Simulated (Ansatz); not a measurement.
Crystal: ZrSe2.

```
CELL_PARAMETERS angstrom
3.79800 0.00000 0.00000
-1.89900 3.28916 0.00000
0.00000 0.00000 6.19200
ATOMIC_POSITIONS crystal
Zr 0.00000 0.00000 0.00000
Se 0.66667 0.33333 0.75000
Se 0.33333 0.66667 0.25000
```

Base run:

| Property | Result |
| --- | --- |
| Program | Ansatz 0.2.0 |
| Functional | BLYP |
| Potentials or basis | Ansatz PAW |
| Cutoff | 420 eV (not typed: the program's choice for these potentials) |
| k mesh | 8 × 8 × 5 |
| Occupations | fermi-dirac, width 0.05 eV |
| Spin | no spin polarisation |

Its results: band gap on the k mesh 0.46 eV, indirect (least direct gap 1.06 eV); pressure 5.6 GPa; largest force 0.461 eV/Å.

Q: The run is repeated on the same cell with these changes: functional from BLYP to PBE; occupations from fermi-dirac, width 0.05 eV to gaussian, width 0.1 eV. What comes out?

A: Band gap on the k mesh 0.41 eV, indirect (least direct gap 1.05 eV); pressure 1.9 GPa; largest force 0.283 eV/Å.

Caveats: this functional lacks dispersion, which binds the layers, so the pressure and a relaxed spacing across them are unreliable; the PAW data sets come from PBE, with cores solved anew for the run's functional, which leaves a small shift of forces and pressure (some runs); odd divisions of the mesh miss points on the zone boundary, where band edges often lie, so the gap on the mesh can be too wide (some runs).

A k mesh can miss the band edges.
